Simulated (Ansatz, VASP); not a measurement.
**Two plane-wave programs on Ru**

```
Ru
1.0
     4.46424    0.00000    0.00000
    -2.23212    3.86615    0.00000
     0.00000    0.00000    2.73677
Ru
3
Direct
  0.00000 0.00000 0.00000
  0.33333 0.66667 0.50000
  0.66667 0.33333 0.50000
```

Alike in both runs: task relaxation of cell and atoms; functional PBEsol; k mesh 6 × 6 × 6; occupations gaussian, width 0.1 eV; no spin polarisation.

|  | VASP | Ansatz |
| --- | --- | --- |
| version | VASP 6.6.1 | Ansatz 0.2.0 |
| potentials or method | VASP PAW PBE potentials, release 64 (Ru_pv) | scalar-relativistic, plane waves, PAW |
| plane-wave cutoff (eV) | 600 | 420 |
| valence electrons in the cell | 42 | 48 |

```csv
,VASP,Ansatz,Ansatz less VASP
"gap on the k mesh at the Fermi level, each at its own relaxed structure (eV)",none,none,-
relaxed volume (Å³/atom),13.67,13.66,-0.005
relaxed cell length with the largest relative difference (Å),4.224,4.223,-0.0013
energy change over the relaxation (meV/atom),-257,-256,+0.6
```

A gap of «none» marks a metal or a gap that the smearing closes. The two sets of potentials don't hold the same shells in valence.

Caveats: the k mesh is coarse (spacing up to 0.38 Å⁻¹), so the values aren't converged; the PAW data sets were made with another functional, which shifts forces and pressure a little (VASP).
